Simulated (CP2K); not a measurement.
Runs of CP2K 2026.2 on NaF (Villiaumite). Symmetry: Fm-3m, No. 225, cubic system. Conventional cell: a = 4.640 Å, b = 4.640 Å, c = 4.640 Å, α = 90.00°, β = 90.00°, γ = 90.00°. Na (site symmetry m-3m) is surrounded by 6 F at 2.32 Å. F (site symmetry m-3m) has 6 Na at 2.32 Å as nearest neighbours. 

| task | level | potentials or basis | k mesh | smearing | EPS_DEFAULT | NGRIDS | points a segment of the path (NPOINTS) | bands added on the path | REL_CUTOFF (Ry) | gap on the mesh (eV) | pressure (GPa) | V0 of scaled cells (Å³/atom) | B0 (GPa) |
| --- | --- | --- | --- | --- | --- | --- | --- | --- | --- | --- | --- | --- | --- |
| band structure | PBE | POTENTIAL_UZH Na GTH-PBE-q9, F GTH-PBE-q7; TZVP-MOLOPT-PBE-GTH basis | 10 × 10 × 10 | fermi-dirac 0.05 eV | 1.0E-10 | 4 | 10 | 4 | 60 Ry | 6.28 | 2.6 | - | - |
| single point | LDA | GTH_POTENTIALS Na GTH-PADE-q9, F GTH-PADE-q7; DZVP-MOLOPT-SR-GTH basis | 8 × 8 × 8 | fermi-dirac 0.01 eV | 1.0E-9 | 4 | - | - | 60 | 6.06 | (c) | - | - |
| equation of state | PBE | POTENTIAL_UZH Na GTH-PBE-q9, F GTH-PBE-q7; TZVP-MOLOPT-PBE-GTH basis | 10 × 10 × 10 | fermi-dirac 0.05 eV | 1.0E-10 | 4 | - | - | 60 Ry | - | - | 13.17 | (b) |
| band structure | TB-mBJ | POTENTIAL_UZH Na GTH-PBE-q9, F GTH-PBE-q7; TZVP-MOLOPT-PBE-GTH basis | 10 × 10 × 10 | fermi-dirac 0.01 eV | 1.0E-10 | 5 | 8 | 4 | 60 Ry | 7.21 | - | - | - |
| band structure | TB-mBJ | POTENTIAL_UZH Na GTH-PBE-q9, F GTH-PBE-q7; TZVP-MOLOPT-PBE-GTH basis | 10 × 10 × 10 | fermi-dirac 0.0259 eV | 1.0E-9 | 4 | 10 | 4 | 60 Ry | 7.21 | - | - | - |
| single point | PBEsol | POTENTIAL_UZH Na GTH-PBE-q9, F GTH-PBE-q7; TZVP-MOLOPT-PBE-GTH basis | 10 × 10 × 10 | fermi-dirac 0.05 eV | 1.0E-10 | 4 | - | - | 60 Ry | 6.11 | 0.5 | - | - |
| band structure | LDA | GTH_POTENTIALS Na GTH-PADE-q9, F GTH-PADE-q7; TZVP-MOLOPT-PBE-GTH basis | 10 × 10 × 10 | fermi-dirac 0.01 eV | 1.0E-9 | 4 | 10 | 2 | 60 Ry | 5.94 | -4.0 | - | - |
| equation of state | PBEsol | POTENTIAL_UZH Na GTH-PBE-q9, F GTH-PBE-q7; TZVP-MOLOPT-PBE-GTH basis | 10 × 10 × 10 | fermi-dirac 0.1 eV | 1.0E-9 | 4 | - | - | 60 Ry | - | - | (a) | 46 |

Alike in all rows: no spin polarisation; cell as given.

Problem. Estimate the missing entries.

Solution. (a) 12.61; (b) 42; (c) -4.7.

Caveats: the basis of atomic orbitals isn't converged, which shifts pressures, moduli and gaps; the potentials were made for another functional, which shifts forces and pressure (some runs); this is a model potential without an energy functional, so only levels have meaning (some runs).

A k mesh can miss the band edges.

Not every run made on this cell is shown here.
